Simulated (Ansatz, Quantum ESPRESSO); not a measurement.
Rh and the pressure, program beside program

The cell as given:

```yaml
crystal:
  lattice:
    - [0.00000, 1.89785, 1.89785]
    - [1.89785, 0.00000, 1.89785]
    - [1.89785, 1.89785, 0.00000]
  atoms:
    - { symbol: Rh, position: [0.00000, 0.00000, 0.00000] }
```

Kept alike: task relaxation of cell and atoms; functional PBEsol; k mesh 12 × 12 × 12; occupations fermi-dirac, width 0.05 eV; no spin polarisation. The mesh is that of the run's cell of 1 atom. No spin-orbit coupling.

- A: Ansatz, all-electron LAPW, scalar-relativistic
- B: Quantum ESPRESSO, GBRV 1.5 PBEsol, cutoff 707 eV

```csv
pressure (GPa),A: volume (Å³/atom),B: volume (Å³/atom)
0,13.495,13.525
5,13.279,13.310
10,13.081,13.112
20,12.732,12.765
30,12.430,12.463
```

Values hold for each row's relaxed cell, which stops near the pressure aimed at. The runs follow the start's structure, whether or not it is the stable one at these pressures.

**Question.** How large is the effect of the pressure, and do the programs agree on it?

**Answer.** From 0 to 30 GPa the volume moves by -1.065 in A, -1.062 in B (Å³/atom). Row by row the programs differ by 0.030 to 0.033, and over this span the shifts, as printed, agree within 1 %.

Rhodium gives way only slightly under pressure, and it stiffens as it is squeezed: in both programs the second 5 GPa removes less volume than the first, and the step from 20 to 30 GPa removes less than that from 10 to 20 GPa. The low compressibility is typical of a late 4d metal whose d band is filled past its middle but not completely. The occupied bonding d states, still only partly offset by antibonding ones, hold the atoms at short distances. Further compression broadens the d band, but the kinetic energy of the confined valence electrons and the Pauli repulsion from the ion cores rise faster, so each further reduction in volume costs more.

B gives the larger volume in every row, probably because its pseudopotential represents the core region slightly differently from the all-electron treatment. This nearly constant offset largely cancels in the pressure shift, so the compression is better determined than the absolute volume. The volumes alone do not separate the d-bonding contribution from the repulsive one.
